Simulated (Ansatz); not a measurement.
Runs of Ansatz 0.2.0 on Si. It takes space group P6/mmm (No. 191, hexagonal). The conventional cell has a = 2.621 Å, b = 2.621 Å, c = 2.466 Å, α = 90.00°, β = 90.00°, γ = 120.00°. Si (site symmetry 6/mmm) has 8 Si at 2.47 to 2.62 Å as nearest neighbours. This isn't the form of Si at room conditions, which is diamond.

```tsv
task	level	potentials or basis	cell	k mesh	cutoff (eV)	smearing	basis error allowed	mesh quality	gap on the mesh (eV)	pressure (GPa)
relaxation of the atoms	PBEsol	all-electron LAPW, scalar-relativistic	atoms relaxed from: cell strained at random at fixed volume	12 × 12 × 11	-	fermi-dirac 0.1 eV	0.001 eV/atom	not flagged	-	0.8
single point	PBEsol	all-electron LAPW, scalar-relativistic	as given	12 × 12 × 11	189	gaussian 0.05 eV	0.001 eV/atom	not flagged	none	0.5
single point	r2SCAN50	all-electron PAW datasets made for the crystal	as given	6 × 6 × 6	200	gaussian 0.01 eV	-	coarse	1.33	0.8
single point	revPBE+D4	all-electron LAPW, scalar-relativistic	as given	12 × 12 × 11	188	gaussian 0.05 eV	0.001 eV/atom	not flagged	none	(a)
relaxation of cell and atoms	PBEsol	all-electron LAPW, scalar-relativistic	relaxed	12 × 12 × 11	-	gaussian 0.05 eV	0.001 eV/atom	not flagged	-	0.0
```

Alike in all rows: no spin polarisation.

Task: Estimate the missing entries.

Result: (a) -3.9.

Caveats: some runs use coarse meshes; the relaxation stopped at its first step, so nothing moved (some runs); the k mesh is thin for a metal, which can move the energy by tens of meV per atom (some runs); pairwise dispersion overbinds metals, which lowers pressure and volume (some runs).

A k mesh can miss the band edges.

A gap of «none» marks a metal or a gap under the smearing width.

The runs don't all hold the same shells in valence.

Runs at the PBE level aren't shown here.
